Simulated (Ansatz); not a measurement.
# ZrS2: properties at the relaxed cell

An exercise on one series of results from a longer session: the logs are not shown, and one member is left open.

Program: Ansatz 0.2.0. Level of theory: DFT PBEsol+D3(BJ), scalar-relativistic, plane waves, PAW. These are calculated values, not measurements.

## Starting point

The structure is trigonal, space group P-3m1 (No. 164). Conventional cell: a = 3.578 Å, b = 3.578 Å, c = 5.541 Å, α = 90.00°, β = 90.00°, γ = 120.00°. Zr (site symmetry -3m) has 6 S at 2.53 Å as nearest neighbours. S (site symmetry 3m) has 3 Zr at 2.53 Å as nearest neighbours.

Coordinates:

```cif
data_structure
_symmetry_space_group_name_H-M 'P 1'
_symmetry_Int_Tables_number 1
_cell_length_a 3.5782
_cell_length_b 3.5782
_cell_length_c 5.5411
_cell_angle_alpha 90.000
_cell_angle_beta 90.000
_cell_angle_gamma 120.000
_cell_volume 61.44
loop_
_atom_site_label
_atom_site_type_symbol
_atom_site_fract_x
_atom_site_fract_y
_atom_site_fract_z
_atom_site_occupancy
Zr1 Zr 0.00000 0.00000 0.00000 1
S1 S 0.66667 0.33333 0.73532 1
S2 S 0.33333 0.66667 0.26468 1
```

It goes back to an entry of the Materials Project.

This cell was relaxed beforehand with the same method: volume 20.48 Å³/atom, gap on the mesh 0.29 eV.

Set-up of the first run:

Input file input.yaml:

```yaml
crystal:
  lattice:
    - [3.5420555532, 0.0, 0.0]
    - [-1.7710277766, 3.0675100907, 0.0]
    - [0.0, 0.0, 5.4850833231]
  atoms:
    - { symbol: Zr, position: [0.0, 0.0, 0.0] }
    - { symbol: S, position: [0.6666666667, 0.3333333333, 0.7353243474] }
    - { symbol: S, position: [0.3333333333, 0.6666666667, 0.2646756526] }
basis:
  ecutwfc: 420
kpoints:
  mp_grid: { grid: [12, 12, 6] }
hamiltonian:
  xc: pbesol
  dispersion: d3bj
scf:
  occupations: { method: gaussian, width: 0.01 }
output:
  forces: true
  stress: true
  eigenvalues: true
relax:
  adjacent_minimum: "off"
  f_tol: 0.01
  max_steps: 30
  cell: { stress_tol: 0.1, fix: [volume] }
```

Command:

```
ansatz run input.yaml --threads 1 --pin off --max-ram 2560MiB --backend cpu --events-out ev --progress --plain --runs-dir out
```

Among the steps run: Point at V/V0 = 0.97; Point at V/V0 = 1.03; The cell scaled to 0.94 of its volume; The cell scaled to 1.06 of its volume; Point at V/V0 = 0.91; Point at V/V0 = 1.10; Point at V/V0 = 0.88.

One of the session's tables, all rows but one given; the rest of the session is left out.

It belongs to the step «Energy against volume». 

| volume (Å³/atom) | energy above the lowest point (meV/atom) | pressure (GPa) | gap on the mesh (eV) |
| --- | --- | --- | --- |
| 18.022 | 58.2 | 8.76 | 0.00 |
| 18.637 | 30.3 | 5.91 | 0.00 |
| 19.251 | 12.4 | 3.49 | 0.00 |
| 19.866 | 2.8 | 1.52 | 0.12 |
| 20.480 | 0.0 | 0.00 | 0.29 |
| 21.094 | 2.4 | -1.17 | 0.46 |
| 21.709 | ? | ? | ? |
| 22.528 | 20.5 | -2.59 | 0.80 |

Q: Estimate the row for volume (Å³/atom) = 21.709 from the others.

Worked estimate for «energy above the lowest point (meV/atom)». A straight line through the neighbours (21.094, 2.4) and (22.528, 20.5) gives 2.4 + (20.5 − 2.4) × (21.709 − 21.094) / (22.528 − 21.094) = 10.2; a parabola fitted to 3 rows on both sides gives 8.0.

The run gave: energy above the lowest point (meV/atom): 8.5; pressure (GPa): -1.98; gap on the mesh (eV): 0.62. In «energy above the lowest point (meV/atom)» the line misses by +1.7 and the parabola by -0.5.
